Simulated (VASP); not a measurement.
Bi: relaxation of the atoms with PBE+D3(BJ)

Crystal: Bi.

```xyz
1
Lattice="-1.9970 1.9970 1.9970 1.9970 -1.9970 1.9970 1.9970 1.9970 -1.9970" Properties=species:S:1:pos:R:3 pbc="T T T"
Bi    0.0000    0.0000    0.0000
```

This isn't the form of Bi at room conditions, which is rhombohedral.

The cell isn't the ideal one: a relaxed cell with its volume scaled by 1.06.

* Program: VASP 6.6.1
* Task: relaxation of the atoms
* Functional: PBE
* Dispersion: D3(BJ)
* Potentials or basis: VASP PAW PBE potentials, release 64 (Bi_d)
* Cutoff: 600 eV
* k mesh: 14 × 14 × 14
* Occupations: methfessel-paxton, width 0.1 eV
* Spin: no spin polarisation
* Further INCAR settings: ALGO = Normal; EDIFF = 1e-07; IBRION = 2; EDIFFG = -0.01; NSW = 40

```yaml
Pressure_after_relaxing: -3.0 GPa
Band_gap_on_the_k_mesh: none (metal or under the smearing width)
Dispersion_energy_per_atom: -0.495 eV
```

Final structure:
```yaml
crystal:
  lattice:
    - [-1.99700, 1.99700, 1.99700]
    - [1.99700, -1.99700, 1.99700]
    - [1.99700, 1.99700, -1.99700]
  atoms:
    - { symbol: Bi, position: [0.00000, 0.00000, 0.00000] }
```

Levels at points of the mesh, in eV from the Fermi level:
```csv
k point,band 5,band 6,band 7,band 8,band 9,band 10
"(0.00, 0.00, 0.00)",-22.84,-13.29,5.02,5.02,5.02,8.90
"(0.50, 0.00, 0.00)",-22.76,-10.38,-4.87,1.60,3.46,5.95
"(0.50, 0.50, 0.50)",-22.78,-8.37,-1.68,-1.68,-1.68,3.62
```

Wall time 12 s on 1 thread of Intel(R) Xeon(R) 6975P-C (Granite Rapids), on a shared host, peak memory 0.19 GiB.

Caveat: the relaxation stopped at its first step, so nothing moved; spin-orbit coupling is left out, which moves the levels of the heavy elements; pairwise dispersion overbinds metals, which lowers pressure and volume.
